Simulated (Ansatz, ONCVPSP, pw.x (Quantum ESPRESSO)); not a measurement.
# Equation-of-state test of one ONCV potential (tellurium)

| Item | Value |
| --- | --- |
| Element | Te |
| Generator | ONCVPSP 4.0.1.1 (patched build) |
| Type | optimised norm-conserving Vanderbilt (ONCV) |
| Functional | PBE |
| Relativity | scalar-relativistic |
| Frozen core | [Ar] 3d10 |
| Valence charge | 24 |
| Reference configuration | 4s2 4p6 4d10 5s2 5p4 |
| Partial waves | 4s+5s: rc 1.40 bohr, ncon 3, nbas 6, qcut 11.3 1/bohr, 2 projectors; 4p+5p: rc 1.10 bohr, ncon 4, nbas 7, qcut 12.5 1/bohr, 2 projectors; 4d: rc 1.25 bohr, ncon 5, nbas 9, qcut 12.3 1/bohr, 2 projectors, debl 2 Ha |
| Local potential | polynomial inside 0.90 bohr (lpopt 5, dvloc0 0 Ha) |
| Core correction | none |

Atomic tests: cutoffs needed: 56 Ha and 66 Ha (the cutoffs (Ha) at which the residual kinetic energy of the hardest occupied pseudo-wave falls to 1 and 0.1 mHa per electron); ghost test: no bound ghost flagged; GHOST(+) flagged for s at 225.6 eV; largest excitation error: -83 meV (all-electron minus pseudo) for 4s2 4p5 4d10 5s2 5p4, out of 4 test configurations.

Crystal test: bcc Te in pw.x 7.5, no spin, 12³ k-points, Fermi–Dirac smearing 0.01 Ry, cutoffs 155/620 Ry. The lattice is a test structure that the element need not adopt, and mesh and smearing are coarse.

pw.x input:

```
&control
  calculation='scf', prefix='x', pseudo_dir='./', outdir='./tmp', tstress=.true., disk_io='low'
/
&system
  ibrav=0, nat=1, ntyp=1, ecutwfc=155, ecutrho=620, nbnd=21,
  occupations='smearing', smearing='fd', degauss=0.01
/
&electrons
  conv_thr=1e-09, mixing_beta=0.4, electron_maxstep=70
/
ATOMIC_SPECIES
Te 1.0 Te.UPF
CELL_PARAMETERS angstrom
  -1.92134292 1.92134292 1.92134292
  1.92134292 -1.92134292 1.92134292
  1.92134292 1.92134292 -1.92134292
ATOMIC_POSITIONS crystal
Te 0.0000 0.0000 0.0000
K_POINTS automatic
12 12 12 0 0 0
```

```bash
pw.x < Te.scf.in > Te.scf.out
```

How does the run end?

It converges; the pressure is 0.37 GPa against 0.14 GPa from all-electron LAPW.  The log shows:

```
     number of Kohn-Sham states=           21
     kinetic-energy cutoff     =     155.0000  Ry
     charge density cutoff     =     620.0000  Ry
     scf convergence threshold =      1.0E-09
     Exchange-correlation= PBE
     number of k points=    72  Fermi-Dirac smearing, width (Ry)=  0.0100
     iteration #  1     ecut=   155.00 Ry     beta= 0.40
     total energy              =    -535.81024813 Ry
     estimated scf accuracy    <       0.00176493 Ry
     iteration #  2     ecut=   155.00 Ry     beta= 0.40
     total energy              =    -535.81033134 Ry
     estimated scf accuracy    <       0.00046538 Ry
     iteration #  3     ecut=   155.00 Ry     beta= 0.40
     total energy              =    -535.81036596 Ry
     estimated scf accuracy    <       0.00002691 Ry
     iteration #  4     ecut=   155.00 Ry     beta= 0.40
     total energy              =    -535.81036850 Ry
     estimated scf accuracy    <       0.00000073 Ry
     iteration #  5     ecut=   155.00 Ry     beta= 0.40
     total energy              =    -535.81036838 Ry
     estimated scf accuracy    <       0.00000111 Ry
     iteration #  6     ecut=   155.00 Ry     beta= 0.40
     total energy              =    -535.81036855 Ry
     estimated scf accuracy    <          2.2E-09 Ry
     iteration #  7     ecut=   155.00 Ry     beta= 0.40
     total energy              =    -535.81036855 Ry
     estimated scf accuracy    <          1.5E-09 Ry
     iteration #  8     ecut=   155.00 Ry     beta= 0.40
     the Fermi energy is    13.1211 ev
!    total energy              =    -535.81036855 Ry
     estimated scf accuracy    <          2.5E-10 Ry
     smearing contrib. (-TS)   =      -0.00335092 Ry
     The total energy is F=E-TS. E is the sum of the following terms:
     one-electron contribution =    -386.94375466 Ry
     hartree contribution      =     180.82352255 Ry
     xc contribution           =     -41.01877975 Ry
     ewald contribution        =    -288.66800577 Ry
     convergence has been achieved in   8 iterations
          total   stress  (Ry/bohr**3)                   (kbar)     P=        3.69
```
